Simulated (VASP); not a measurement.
# Ga (I4/mmm) in VASP: notebook

One crystal, Ga, is run at these levels: PBE; tasks: single point.

All numbers are computed with VASP 6.6.1; they aren't measurements. Logs are shortened: lines on timing, memory, paths and dates and some standing lists are left out, and cuts for length are marked.

## 1. Starting point

The structure is tetragonal, space group I4/mmm (No. 139). The conventional cell has a = 2.769 Å, b = 2.769 Å, c = 4.622 Å, α = 90.00°, β = 90.00°, γ = 90.00°. Ga (site symmetry 4/mmm) is surrounded by 12 Ga at 2.77 to 3.03 Å.

This isn't the form of Ga at room conditions, which is orthorhombic.

## 2. Single point, PBE

File INCAR:

```
ADDGRID = False
ALGO = Normal
EDIFF = 1E-7
ENCUT = 450
GGA = PE
ISIF = 2
ISMEAR = 1
LASPH = True
LCHARG = False
LREAL = False
LWAVE = False
NELM = 100
PREC = Accurate
SIGMA = 0.02
```

File KPOINTS:

```
k-points
0
Gamma
  12 12 12
```

File POSCAR:

```
Ga
1.0
   -1.3843987196      1.3843987196      2.3112238365
    1.3843987196     -1.3843987196      2.3112238365
    1.3843987196      1.3843987196     -2.3112238365
Ga
1
Direct
    0.0000000000      0.0000000000      0.0000000000
```

Potentials or basis: VASP PAW PBE potentials, release 64 (Ga_d).

The run is started by

```console
$ cat potpaw_PBE.64/Ga_d/POTCAR > POTCAR
$ mpirun -np 1 vasp_std > vasp.out
```

OUTCAR:

```text
EDIFF = 1E-7
   ENCUT = 450
   GGA = PE
   ISIF = 2
   ISMEAR = 1
   LASPH = True
   LREAL = False
   NELM = 100
   PREC = Accurate

 Found    163 irreducible k-points:

 Following reciprocal coordinates:
            Coordinates               Weight
  0.000000  0.000000  0.000000      1.000000
  0.083333  0.000000 -0.000000      8.000000
  0.166667  0.000000  0.000000      8.000000
  0.250000  0.000000 -0.000000      8.000000
  0.333333  0.000000  0.000000      8.000000
  0.416667  0.000000 -0.000000      8.000000
   k-points           NKPTS =    163   k-points in BZ     NKDIM =    163   number of bands    NBANDS=     10
   number of dos      NEDOS =    301   number of ions     NIONS =      1
   total plane-waves  NPLWV =  13824
   dimension x,y,z NGX =    24 NGY =   24 NGZ =   24
   dimension x,y,z NGXF=    48 NGYF=   48 NGZF=   48
   ions per type =               1
   NGX,Y,Z   is equivalent  to a cutoff of  13.17, 13.17, 13.17 a.u.
   NGXF,Y,Z  is equivalent  to a cutoff of  26.34, 26.34, 26.34 a.u.
 SYSTEM =  unknown system
   PREC   = accura    normal or accurate (medium, high low for compatibility)
   ISTART =      0    job   : 0-new  1-cont  2-samecut
   ICHARG =      2    charge: 1-file 2-atom 10-const
   ISPIN  =      1    spin polarized calculation?
   LNONCOLLINEAR =      F non collinear calculations
   LSORBIT =      F    spin-orbit coupling
   LASPH  =      T    aspherical Exc in radial PAW
   ENCUT  =  450.0 eV  33.07 Ry    5.75 a.u.   5.24  5.24  5.24*2*pi/ulx,y,z
   NELM   =    100;   NELMIN=  2; NELMDL= -5     # of ELM steps
   EDIFF  = 0.1E-06   stopping-criterion for ELM
   LREAL  =      F    real-space projection
   EDIFFG = 0.1E-05   stopping-criterion for IOM
   NSW    =      0    number of steps for IOM
   IBRION =     -1    ionic relax: 0-MD 1-quasi-New 2-CG
   NFREE  =      0    steps in history (QN), initial steepest desc. (CG)
   ISIF   =      2    stress and relaxation
   ISYM   =      2    0-nonsym 1-usesym 2-fastsym
   POTIM  = 0.5000    time-step for ionic-motion
   TEBEG  =    0.0;   TEEND  =   0.0 temperature during run
   PSTRESS=    0.0 pullay stress
   NELECT =      13.0000    total number of electrons
   NUPDOWN=      -1.0000    fix difference up-down
   EMIN   =  10.00;   EMAX   =-10.00  energy-range for DOS
   EFERMI =   0.00;   METHOD = LEGACY
   ISMEAR =     1;   SIGMA  =   0.02  broadening in eV -4-tet -1-fermi 0-gaus
   EFERMI_NEDOS =   21; number of points for ismear=-14 and -15
   IALGO  =     38    algorithm
   IMIX   =      4    mixing-type and parameters
     AMIX     =   0.40;   BMIX     =  1.00
     AMIX_MAG =   1.60;   BMIX_MAG =  1.00
  volume/ion in A,a.u.               =      17.72       119.57
  Fermi-wavevector in a.u.,A,eV,Ry     =   1.476549  2.790273 29.663375  2.180197
  Thomas-Fermi vector in A             =   2.591062
   LORBIT       =      0    0 simple, 1 ext, 2 COOP (PROOUT), +10 PAW based schemes
   GGA     = PE    functional components
   LHFCALC =     F    Hartree Fock is set to
   AEXX    =    0.0000 exact exchange contribution
   IVDW    =     0    specifies the selected vdW correction
   LEPSILON=     F    determine dielectric tensor
   LRPA    =     F    only Hartree local field effects (RPA)
 non-spin polarized calculation
 Methfessel and Paxton  Order N= 1 SIGMA  =   0.02
  energy-cutoff  :      450.00
  volume of cell :       17.72
 maximum number of plane-waves:       403
 NGX is ok and might be reduce to    24
   NGX = 11   NGY = 11   NGZ = 11

 number of electron      12.9999997 magnetization

 Free energy of the ion-electron system (eV)
  ---------------------------------------------------
  ext. energy  EPLUGINS =         0.00000000
  ---------------------------------------------------
  free energy    TOTEN  =        -2.87020035 eV

  energy without entropy =       -2.87012496  energy(sigma->0) =       -2.87017522

 E-fermi :   6.2078     XC(G=0): -11.3330

 val. band max:        6.2058612360   @ k =  -0.4167   0.1667   0.0000
 cond. band min:       6.2329387645   @ k =   0.2500   0.1667   0.1667
 fundamental gap:      0.0270775285
 Fermi energy:         6.2078385153

 k-point     1 :       0.0000    0.0000    0.0000
  band No.  band energies     occupation
      1      -8.9537      2.00000
      2      -8.7944      2.00000
      3      -8.7586      2.00000
      4      -8.7586      2.00000
      5      -8.5959      2.00000
      6      -5.3847      2.00000
      7      18.8473      0.00000
      8      19.1554      0.00000
      9      19.1554      0.00000
     10      22.5283      0.00000

 k-point     2 :       0.0833    0.0000   -0.0000
  band No.  band energies     occupation
      1      -8.9415      2.00000
      2      -8.7911      2.00000
      3      -8.7620      2.00000
      4      -8.7510      2.00000
      5      -8.6024      2.00000
      6      -5.1958      2.00000
      7      16.9885      0.00000
      8      18.2377      0.00000
      9      18.9959      0.00000
     10      21.4306      0.00000

 k-point     3 :       0.1667    0.0000    0.0000
  band No.  band energies     occupation
      1      -8.9179      2.00000
      2      -8.8024      2.00000
      3      -8.7445      2.00000
      4      -8.7328      2.00000
      5      -8.6177      2.00000
      6      -4.6238      2.00000
      7      13.5083      0.00000
      8      16.9704      0.00000
      9      18.7057      0.00000
     10      20.3948      0.00000

 k-point     4 :       0.2500    0.0000   -0.0000
  band No.  band energies     occupation
      1      -8.9050      2.00000
      2      -8.8376      2.00000
      3      -8.7187      2.00000
      4      -8.6871      2.00000
      5      -8.6275      2.00000
      6      -3.6604      2.00000
      7      10.0835      0.00000
      8      15.7728      0.00000
      9      18.5185      0.00000
     10      19.3912      0.00000

 k-point     5 :       0.3333    0.0000    0.0000
  band No.  band energies     occupation
      1      -8.9055      2.00000
      2      -8.8767      2.00000
      3      -8.7249      2.00000
      4      -8.6170      2.00000
      5      -8.6165      2.00000
      6      -2.3048      2.00000
      7       6.9268      0.00000
      8      14.8452      0.00000
      9      18.5080      0.00000
     10      18.6383      0.00000

 k-point     6 :       0.4167    0.0000   -0.0000
  band No.  band energies     occupation
      1      -8.9178      2.00000
      2      -8.8988      2.00000
      3      -8.7389      2.00000
      4      -8.5997      2.00000
      5      -8.5609      2.00000
      6      -0.5686      2.00000
      7       4.1001      2.00000
      8      14.2647      0.00000
      9      18.1845      0.00000
     10      18.6192      0.00000

 [... further k-points ...]

------------------------ aborting loop because EDIFF is reached ----------------------------------------

  FORCE on cell =-STRESS in cart. coord.  units (eV):
  Direction    XX          YY          ZZ          XY          YZ          ZX
  --------------------------------------------------------------------------------------
  -------------------------------------------------------------------------------------
  Total        0.3434686      0.3434686      0.5575543      0.0000000      0.0000000      0.0000000
  in kB       31.0579788     31.0579788     50.4165798      0.0000000      0.0000000      0.0000000
  external PRESSURE =      37.5108458 kB  Pullay stress =       0.0000000 kB

 VOLUME and BASIS-vectors are now :
 -----------------------------------------------------------------------------
  energy-cutoff  :      450.00
  volume of cell :       17.72
      direct lattice vectors                 reciprocal lattice vectors
    -1.384398720  1.384398720  2.311223836     0.000000000  0.361167627  0.216335602
     1.384398720 -1.384398720  2.311223836     0.361167627  0.000000000  0.216335602
     1.384398720  1.384398720 -2.311223836     0.361167627  0.361167627  0.000000000

 POSITION                                       TOTAL-FORCE (eV/Angst)
 -----------------------------------------------------------------------------------
      0.00000      0.00000      0.00000         0.000000      0.000000      0.000000
 -----------------------------------------------------------------------------------
    total drift:                                0.000000      0.000000     -0.000000

  FREE ENERGIE OF THE ION-ELECTRON SYSTEM (eV)
  ---------------------------------------------------
  free  energy   TOTEN  =        -2.8702003482 eV

  energy  without entropy=       -2.8701249615  energy(sigma->0) =       -2.87017522
```

Wall time 8 s (1 thread of Intel Xeon 6975P-C (Granite Rapids), shared host); peak memory 0.15 GiB.

The run converged, but some of its settings lie outside the range that counts as converged, so its numbers aren't taken as properties of the crystal.

What came out:

```yaml
Free_energy: -2.8702 eV
Pressure: 3.8 GPa
Band_gap_on_the_k_mesh: none (metal or under the smearing width)
```

## 3. Single point, PBE

INCAR, as its differences from that of step 2:

```diff
@@ -12,3 +12,3 @@
 NELM = 100
-PREC = Accurate
-SIGMA = 0.02
+PREC = Low
+SIGMA = 0.15
```

KPOINTS is that of step 2.

POSCAR is that of step 2.

Potentials or basis: VASP PAW PBE potentials, release 64 (Ga_d).

The run is started by

```console
$ cat potpaw_PBE.64/Ga_d/POTCAR > POTCAR
$ mpirun -np 1 vasp_std > vasp.out
```

Run time: 3.7 s. Hardware: 1 thread of Intel Xeon 6975P-C (Granite Rapids), shared host; peak memory 0.12 GiB.

These settings aren't checked as converged: the numbers below hold their error.

What came out:

```
Free energy            : -2.8782 eV
Pressure               : 3.7 GPa
Band gap on the k mesh : none (metal or under the smearing width)
```

## 4. Single point, PBE

INCAR, as its differences from that of step 3:

```diff
@@ -12,3 +12,3 @@
 NELM = 100
-PREC = Low
+PREC = Normal
 SIGMA = 0.15
```

KPOINTS is that of step 3.

POSCAR is that of step 3.

The run is started by

```console
$ cat potpaw_PBE.64/Ga_d/POTCAR > POTCAR
$ mpirun -np 1 vasp_std > vasp.out
```

Wall time 3.7 s (1 thread of Intel Xeon 6975P-C (Granite Rapids), shared host); peak memory 0.13 GiB.

These settings aren't checked as converged: the numbers below hold their error.

What came out:

| Quantity | Value |
| --- | --- |
| Free energy | -2.8706 eV |
| Pressure | 3.8 GPa |
| Band gap on the k mesh | none (metal or under the smearing width) |

## 5. For comparison

An earlier run on the cell as given: functional PBEsol; potentials or basis VASP PAW PBE potentials, release 64 (Ga_d); cutoff 520 eV; k mesh 13 × 13 × 13; occupations fermi-dirac, width 0.05 eV; no spin polarisation.

- Pressure: -0.2 GPa
- Band gap on the k mesh: none (metal or under the smearing width)
